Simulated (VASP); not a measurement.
# CdS (F-43m) in VASP: band structure with HSE06

Aim: the band structure of CdS with HSE06.

Program: VASP 6.6.1. These are calculated values, not measurements. Logs are shortened: lines on timing, memory, paths and dates and some standing lists are left out, and cuts for length are marked.

## 1. The structure

The structure is cubic, space group F-43m (No. 216). The conventional cell has a = 5.833 Å, b = 5.833 Å, c = 5.833 Å, α = 90.00°, β = 90.00°, γ = 90.00°. Cd (site symmetry -43m) is surrounded by 4 S at 2.53 Å. Around S (site symmetry -43m) lie 4 Cd at 2.53 Å.

## 2. Band structure, HSE06

POSCAR reads:

```
CdS
1.0
    0.0000000000      2.9165000000      2.9165000000
    2.9165000000      0.0000000000      2.9165000000
    2.9165000000      2.9165000000      0.0000000000
Cd S
1 1
Direct
    0.0000000000      0.0000000000      0.0000000000
    0.2500000000      0.2500000000      0.2500000000
```

INCAR.step1 reads:

```
SYSTEM = CdS
PREC = Accurate
ENCUT = 520
EDIFF = 1E-5
ISMEAR = 0
SIGMA = 0.02
LREAL = .False.
LASPH = .True.
NELM = 60
ALGO = Normal
ISIF = 2
LWAVE = .True.
LCHARG = .False.
GGA = PE
```

INCAR.step2 reads:

```
SYSTEM = CdS
PREC = Accurate
ENCUT = 520
EDIFF = 1E-6
ISMEAR = 0
SIGMA = 0.02
LREAL = .False.
LASPH = .True.
NELM = 60
ALGO = Normal
ISIF = 2
LWAVE = .False.
LCHARG = .False.
GGA = PE
LHFCALC = .True.
HFSCREEN = 0.2
PRECFOCK = Fast
ISTART = 1
```

KPOINTS reads:

```
Automatic mesh
0
Gamma
  6 6 6
  0 0 0
```

KPOINTS_OPT reads:

```
path GXWKGLUWLK,UX
8
line-mode
reciprocal
 0.0000000000  0.0000000000  0.0000000000  G
 0.5000000000  0.0000000000  0.5000000000  X

 0.5000000000  0.0000000000  0.5000000000  X
 0.5000000000  0.2500000000  0.7500000000  W

 0.5000000000  0.2500000000  0.7500000000  W
 0.3750000000  0.3750000000  0.7500000000  K

 0.3750000000  0.3750000000  0.7500000000  K
 0.0000000000  0.0000000000  0.0000000000  G

 0.0000000000  0.0000000000  0.0000000000  G
 0.5000000000  0.5000000000  0.5000000000  L

 0.5000000000  0.5000000000  0.5000000000  L
 0.6250000000  0.2500000000  0.6250000000  U

 0.6250000000  0.2500000000  0.6250000000  U
 0.5000000000  0.2500000000  0.7500000000  W

 0.5000000000  0.2500000000  0.7500000000  W
 0.5000000000  0.5000000000  0.5000000000  L

 0.5000000000  0.5000000000  0.5000000000  L
 0.3750000000  0.3750000000  0.7500000000  K

 0.6250000000  0.2500000000  0.6250000000  U
 0.5000000000  0.0000000000  0.5000000000  X
```

Potentials or basis: VASP PAW PBE potentials, release 64 (Cd, S).

Command:

```
cat potpaw_PBE.64/Cd/POTCAR potpaw_PBE.64/S/POTCAR > POTCAR
cp INCAR.step1 INCAR
mpirun -np 1 vasp_std > vasp.out
cp INCAR.step2 INCAR
mpirun -np 1 vasp_std > vasp.out
```

OUTCAR:

```text
SYSTEM = CdS
   PREC = Accurate
   ENCUT = 520
   EDIFF = 1E-6
   ISMEAR = 0
   LREAL = .False.
   LASPH = .True.
   NELM = 60
   ISIF = 2
   GGA = PE
   LHFCALC = .True.
   HFSCREEN = 0.2
   PRECFOCK = Fast
   ISTART = 1

 ion  position               nearest neighbor table
   1  0.000  0.000  0.000-   2 2.53   2 2.53   2 2.53   2 2.53
   2  0.250  0.250  0.250-   1 2.53   1 2.53   1 2.53   1 2.53

  LATTYP: Found a face centered cubic cell.
 ALAT       =     5.8330000000

  Lattice vectors:

 A1 = (   0.0000000000,   2.9165000000,   2.9165000000)
 A2 = (   2.9165000000,   0.0000000000,   2.9165000000)
 A3 = (   2.9165000000,   2.9165000000,   0.0000000000)

Analysis of symmetry for initial positions (statically):
=====================================================================
 Subroutine PRICEL returns:
 Original cell was already a primitive cell.

 Routine SETGRP: Setting up the symmetry group for a
 face centered cubic supercell.

 Subroutine GETGRP returns: Found 24 space group operations
 (whereof 24 operations were pure point group operations)
 out of a pool of 48 trial point group operations.

The static configuration has the point symmetry T_d .

Analysis of symmetry for dynamics (positions and initial velocities):
=====================================================================
 Subroutine PRICEL returns:
 Original cell was already a primitive cell.

 Routine SETGRP: Setting up the symmetry group for a
 face centered cubic supercell.

 Subroutine GETGRP returns: Found 24 space group operations
 (whereof 24 operations were pure point group operations)
 out of a pool of 48 trial point group operations.

The dynamic configuration has the point symmetry T_d .

 Subroutine INISYM returns: Found 24 space group operations
 (whereof 24 operations are pure point group operations),
 and found     1 'primitive' translations

----------------------------------------------------------------------------------------

                                     Primitive cell

  volume of cell :      49.6153

  direct lattice vectors                    reciprocal lattice vectors
     0.000000000  2.916500000  2.916500000    -0.171438368  0.171438368  0.171438368
     2.916500000  0.000000000  2.916500000     0.171438368 -0.171438368  0.171438368
     2.916500000  2.916500000  0.000000000     0.171438368  0.171438368 -0.171438368

  length of vectors
     4.124553855  4.124553855  4.124553855     0.296939964  0.296939964  0.296939964

  position of ions in fractional coordinates (direct lattice)
     0.000000000  0.000000000  0.000000000
     0.250000000  0.250000000  0.250000000

  ion indices of the primitive-cell ions
   primitive index   ion index
                 1           1
                 2           2

----------------------------------------------------------------------------------------

 KPOINTS: Automatic mesh

Automatic generation of k-mesh.
 Grid dimensions read from file:
 generate k-points for:    6    6    6

 Generating k-lattice:

  Cartesian coordinates                     Fractional coordinates (reciprocal lattice)
    -0.028573061  0.028573061  0.028573061     0.166666667  0.000000000  0.000000000
     0.028573061 -0.028573061  0.028573061     0.000000000  0.166666667  0.000000000
     0.028573061  0.028573061 -0.028573061     0.000000000  0.000000000  0.166666667

  Length of vectors
     0.049489994  0.049489994  0.049489994

  Shift w.r.t. Gamma in fractional coordinates (k-lattice)
     0.000000000  0.000000000  0.000000000

 Subroutine IBZKPT returns following result:
 ===========================================

 Found     16 irreducible k-points:

 Following reciprocal coordinates:
            Coordinates               Weight
  0.000000  0.000000  0.000000      1.000000
  0.166667  0.000000  0.000000      8.000000
  0.333333  0.000000  0.000000      8.000000
  0.500000  0.000000  0.000000      4.000000
  0.166667  0.166667  0.000000      6.000000
  0.333333  0.166667  0.000000     24.000000
[... 8 lines left out ...]
 -0.333333  0.333333  0.166667     24.000000
 -0.333333  0.500000  0.166667     12.000000
   k-points           NKPTS =     16   k-points in BZ     NKDIM =    216   number of bands    NBANDS=     13
   number of dos      NEDOS =    301   number of ions     NIONS =      2
   total plane-waves  NPLWV =  32768
   dimension x,y,z NGX =    32 NGY =   32 NGZ =   32
   dimension x,y,z NGXF=    64 NGYF=   64 NGZF=   64
   ions per type =               1   1
   NGX,Y,Z   is equivalent  to a cutoff of  12.90, 12.90, 12.90 a.u.
   NGXF,Y,Z  is equivalent  to a cutoff of  25.80, 25.80, 25.80 a.u.
 SYSTEM =  CdS
   PREC   = accura    normal or accurate (medium, high low for compatibility)
   ISTART =      1    job   : 0-new  1-cont  2-samecut
   ICHARG =      0    charge: 1-file 2-atom 10-const
   ISPIN  =      1    spin polarized calculation?
   LNONCOLLINEAR =      F non collinear calculations
   LSORBIT =      F    spin-orbit coupling
   LASPH  =      T    aspherical Exc in radial PAW
   ENCUT  =  520.0 eV  38.22 Ry    6.18 a.u.   7.67  7.67  7.67*2*pi/ulx,y,z
   NELM   =     60;   NELMIN=  2; NELMDL=  0     # of ELM steps
   EDIFF  = 0.1E-05   stopping-criterion for ELM
   LREAL  =      F    real-space projection
   EDIFFG = 0.1E-04   stopping-criterion for IOM
   NSW    =      0    number of steps for IOM
   IBRION =     -1    ionic relax: 0-MD 1-quasi-New 2-CG
   NFREE  =      0    steps in history (QN), initial steepest desc. (CG)
   ISIF   =      2    stress and relaxation
   ISYM   =      3    0-nonsym 1-usesym 2-fastsym
   POTIM  = 0.5000    time-step for ionic-motion
   TEBEG  =    0.0;   TEEND  =   0.0 temperature during run
   PSTRESS=    0.0 pullay stress
   NELECT =      18.0000    total number of electrons
   NUPDOWN=      -1.0000    fix difference up-down
   EMIN   =  10.00;   EMAX   =-10.00  energy-range for DOS
   EFERMI =   0.00;   METHOD = LEGACY
   ISMEAR =     0;   SIGMA  =   0.02  broadening in eV -4-tet -1-fermi 0-gaus
   EFERMI_NEDOS =   21; number of points for ismear=-14 and -15
   IALGO  =     38    algorithm
   IMIX   =      1    mixing-type and parameters
     AMIX     =   0.40;   BMIX     =  1.00
     AMIX_MAG =   1.60;   BMIX_MAG =  1.00
  volume/ion in A,a.u.               =      24.81       167.41
  Fermi-wavevector in a.u.,A,eV,Ry     =   1.167599  2.206442 18.548649  1.363287
  Thomas-Fermi vector in A             =   2.304097
   LORBIT       =      0    0 simple, 1 ext, 2 COOP (PROOUT), +10 PAW based schemes
   GGA     = PE    functional components
   LHFCALC =     T    Hartree Fock is set to
   PRECFOCK=fast      Normal, Fast or Accurate (Low or Medium for compatibility)
   ENCUT4O =  -1.0   cutoff for four orbital integrals eV
   NKREDX  =     1    reduce k-point grid by
   NKREDY  =     1    reduce k-point grid by
   NKREDZ  =     1    reduce k-point grid by
   AEXX    =    0.2500 exact exchange contribution
   HFSCREEN=    0.2000 screening length (either q_TF or 0.3 A-1)
   HFSCREENC=   0.2000 screening length for correlation (either q_TF or 0.3 A-1)
   ENCUTFOCK=  -1.0 apply spherical cutoff to Coloumb kernel
   IVDW    =     0    specifies the selected vdW correction
   LEPSILON=     F    determine dielectric tensor
   LRPA    =     F    only Hartree local field effects (RPA)
 non-spin polarized calculation
 Gauss-broadening in eV      SIGMA  =   0.02
  energy-cutoff  :      520.00
  volume of cell :       49.62
 maximum number of plane-waves:      1363
 NGX is ok and might be reduce to    32
  NGX = 18; NGY = 18; NGZ = 18

 number of electron      18.0000004 magnetization

 Free energy of the ion-electron system (eV)
  ---------------------------------------------------
  ext. energy  EPLUGINS =         0.00000000
  ---------------------------------------------------
  free energy    TOTEN  =        -7.63114972 eV

  energy without entropy =       -7.63114972  energy(sigma->0) =       -7.63114972

 E-fermi :   0.7937     XC(G=0):  -7.5798

 val. band max:        0.6530410254   @ k =   0.0000   0.0000   0.0000
 cond. band min:       2.8405358611   @ k =   0.0000   0.0000   0.0000
 fundamental gap:      2.1874948356
 Fermi energy:         0.7936958768

 k-point     1 :       0.0000    0.0000    0.0000
  band No.  band energies     occupation
      1     -12.9147      2.00000
      2      -8.2038      2.00000
      3      -8.2038      2.00000
      4      -8.2038      2.00000
      5      -7.7193      2.00000
      6      -7.7193      2.00000
      7       0.6530      2.00000
      8       0.6530      2.00000
      9       0.6530      2.00000
     10       2.8405      0.00000
     11       8.3832      0.00000
     12       8.3832      0.00000
     13       8.3832      0.00000

 k-point     2 :       0.1667    0.0000    0.0000
  band No.  band energies     occupation
      1     -12.8003      2.00000
      2      -8.1661      2.00000
      3      -8.1661      2.00000
      4      -8.0896      2.00000
      5      -7.7201      2.00000
      6      -7.7201      2.00000
      7      -0.8845      2.00000
      8       0.4333      2.00000
      9       0.4333      2.00000
     10       4.0009      0.00000
     11       8.0259      0.00000
     12       8.7254      0.00000
     13       8.7254      0.00000

 k-point     3 :       0.3333    0.0000    0.0000
  band No.  band energies     occupation
      1     -12.5724      2.00000
      2      -8.1038      2.00000
      3      -8.1038      2.00000
      4      -7.7043      2.00000
      5      -7.7043      2.00000
      6      -7.6887      2.00000
      7      -2.9852      2.00000
      8       0.0325      2.00000
      9       0.0325      2.00000
     10       4.7496      0.00000
     11       8.5940      0.00000
     12       8.9353      0.00000
     13       8.9353      0.00000
[... 177 lines left out ...]
 k-point    15 :      -0.3333    0.3333    0.1667
  band No.  band energies     occupation
      1     -12.3582      2.00000
      2      -8.0068      2.00000
      3      -7.9666      2.00000
      4      -7.7620      2.00000
      5      -7.7018      2.00000
      6      -7.1124      2.00000
      7      -3.5607      2.00000
      8      -1.8112      2.00000
      9      -1.0084      2.00000
     10       6.8380      0.00000
     11       7.2917      0.00000
     12       8.9446      0.00000
     13      10.6760      0.00000

 k-point    16 :      -0.3333    0.5000    0.1667
  band No.  band energies     occupation
      1     -12.3238      2.00000
      2      -7.9614      2.00000
      3      -7.9352      2.00000
      4      -7.8005      2.00000
      5      -7.6791      2.00000
      6      -7.0775      2.00000
      7      -3.4979      2.00000
      8      -1.6570      2.00000
      9      -1.6391      2.00000
     10       6.3564      0.00000
     11       7.0337      0.00000
     12      10.1331      0.00000
     13      10.2364      0.00000

------------------------ aborting loop because EDIFF is reached ----------------------------------------

  FORCE on cell =-STRESS in cart. coord.  units (eV):
  Direction    XX          YY          ZZ          XY          YZ          ZX
  --------------------------------------------------------------------------------------
  -------------------------------------------------------------------------------------
  Total        0.6228067      0.6228067      0.6228067     -0.0000000      0.0000000      0.0000000
  in kB       20.1116604     20.1116604     20.1116604     -0.0000000      0.0000000      0.0000000
  external PRESSURE =      20.1116604 kB  Pullay stress =       0.0000000 kB

 VOLUME and BASIS-vectors are now :
 -----------------------------------------------------------------------------
  energy-cutoff  :      520.00
  volume of cell :       49.62
      direct lattice vectors                 reciprocal lattice vectors
     0.000000000  2.916500000  2.916500000    -0.171438368  0.171438368  0.171438368
     2.916500000  0.000000000  2.916500000     0.171438368 -0.171438368  0.171438368
     2.916500000  2.916500000  0.000000000     0.171438368  0.171438368 -0.171438368

 POSITION                                       TOTAL-FORCE (eV/Angst)
 -----------------------------------------------------------------------------------
      0.00000      0.00000      0.00000        -0.000000     -0.000000     -0.000000
      1.45825      1.45825      1.45825         0.000000      0.000000      0.000000
 -----------------------------------------------------------------------------------
    total drift:                                0.000077      0.000072      0.000052

  FREE ENERGIE OF THE ION-ELECTRON SYSTEM (eV)
  ---------------------------------------------------
  free  energy   TOTEN  =        -7.6311497245 eV

  energy  without entropy=       -7.6311497245  energy(sigma->0) =       -7.63114972
```

Run time: 59 min. Hardware: 1 thread of AMD EPYC 9R14 (Zen 4), shared host; peak memory 0.32 GiB.

Results:

```
Free energy             : -7.6311 eV
Pressure                : 2.0 GPa
Band gap on the k mesh  : 2.19 eV, direct
Band gap along the path : 2.19 eV, direct
```

Levels at the corners of the path, in eV from the valence-band top:
```csv
point,band 7,band 8,band 9,band 10,band 11,band 12
Γ,0.00,0.00,0.00,2.19,7.73,7.73
X,-4.23,-2.02,-2.02,4.47,5.49,10.58
X,-4.23,-2.02,-2.02,4.47,5.49,10.58
W,-4.12,-2.40,-2.38,6.44,6.80,8.47
W,-4.12,-2.40,-2.38,6.44,6.80,8.47
K,-4.17,-2.73,-1.64,5.26,6.69,9.70
K,-4.17,-2.73,-1.64,5.26,6.69,9.70
Γ,0.00,0.00,0.00,2.19,7.73,7.73
Γ,0.00,0.00,0.00,2.19,7.73,7.73
L,-4.70,-0.81,-0.81,4.13,8.18,8.18
L,-4.70,-0.81,-0.81,4.13,8.18,8.18
U,-4.17,-2.73,-1.64,5.26,6.69,9.70
U,-4.17,-2.73,-1.64,5.26,6.69,9.70
W,-4.12,-2.40,-2.38,6.44,6.80,8.47
W,-4.12,-2.40,-2.38,6.44,6.80,8.47
L,-4.70,-0.81,-0.81,4.13,8.18,8.18
L,-4.70,-0.81,-0.81,4.13,8.18,8.18
K,-4.17,-2.73,-1.64,5.26,6.69,9.70
U,-4.17,-2.73,-1.64,5.26,6.69,9.70
X,-4.23,-2.02,-2.02,4.47,5.49,10.58
```

Caveat: the PAW data sets were made with another functional, which shifts forces and pressure a little.
